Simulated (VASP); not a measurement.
Here is a VASP 6.6.1 calculation.

The input INCAR:

```
SYSTEM = InP
ALGO = Normal
EDIFF = 1E-6
ENCUT = 520
GGA = PE
ISIF = 2
ISMEAR = 0
LASPH = .TRUE.
LCHARG = .FALSE.
LREAL = .FALSE.
LWAVE = .FALSE.
NBANDS = 16
NELM = 60
PREC = Accurate
SIGMA = 0.01
```

Contents of KPOINTS:

```
k-points
0
G
  6 6 6
  0 0 0
```

POSCAR

```
InP
1.0
    0.0000000000      2.9800342627      2.9800342627
    2.9800342627      0.0000000000      2.9800342627
    2.9800342627      2.9800342627      0.0000000000
In P
1 1
Direct
    0.0000000000      0.0000000000      0.0000000000
    0.2500000000      0.2500000000      0.2500000000
```

Potentials or basis: VASP PAW PBE potentials, release 64 (In_d, P).

Launch:

```bash
$ cat potpaw_PBE.64/In_d/POTCAR potpaw_PBE.64/P/POTCAR > POTCAR
$ mpirun -np 1 vasp_std > vasp.out
```

(1) What does it give for the band gap on the k mesh?

(2) Predict the pressure.

Answers

(1) 0.43 eV, direct.

(2) -0.1 GPa.

Caveat: spin-orbit coupling is left out, which moves the levels of the heavy elements.

**The experiment to reproduce.**

From a printed reference work, data compilation, for a bulk crystal of InP at 1.6 K: band gap 1.4236 eV (direct).

Against the measured gap of InP, 1.4236 eV (direct; 1.6 K; a printed reference work, data compilation), the calculated 0.43 eV is off by -0.99 eV. Spin-orbit coupling on In is left out. The value is that of PBE, without temperature or zero-point motion. Semilocal functionals fall short of measured gaps as a rule.
